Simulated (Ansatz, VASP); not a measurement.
## HgTe: VASP beside Ansatz

```
Hg Te
1.0
     0.00000    3.10709    3.10709
     3.10709    0.00000    3.10709
     3.10709    3.10709    0.00000
Hg Te
1 1
Cartesian
  0.0000 0.0000 0.0000
  3.1071 3.1071 3.1071
```

Alike in both runs: functional r2SCAN; k mesh 10 × 10 × 10; occupations fermi-dirac, width 0.1 eV; no spin polarisation.

Ansatz relaxed the structure, and its values are those at the end. VASP's run is a single point on that final structure, the one shown.

|  | VASP | Ansatz |
| --- | --- | --- |
| version | VASP 6.6.1 | Ansatz 0.2.0 |
| potentials or method | VASP PAW PBE potentials, release 64 (Hg, Te) | PAW plane waves |
| plane-wave cutoff (eV) | 520 | 500 |
| valence electrons in the cell | 18 | 36 |

VASP gave:

| Quantity | Value |
| --- | --- |
| pressure (GPa) | -2.6 |

Problem. What did Ansatz give for the same quantities?

Solution. Pressure (GPa): -2.7.

The two sets of potentials don't hold the same shells in valence. Ansatz warned: «stress_scf_threshold_loose».

Caveats: the PAW data sets were made with another functional, which shifts forces and pressure a little (VASP). Spin-orbit coupling is left out, which matters for the levels of Hg, Te.
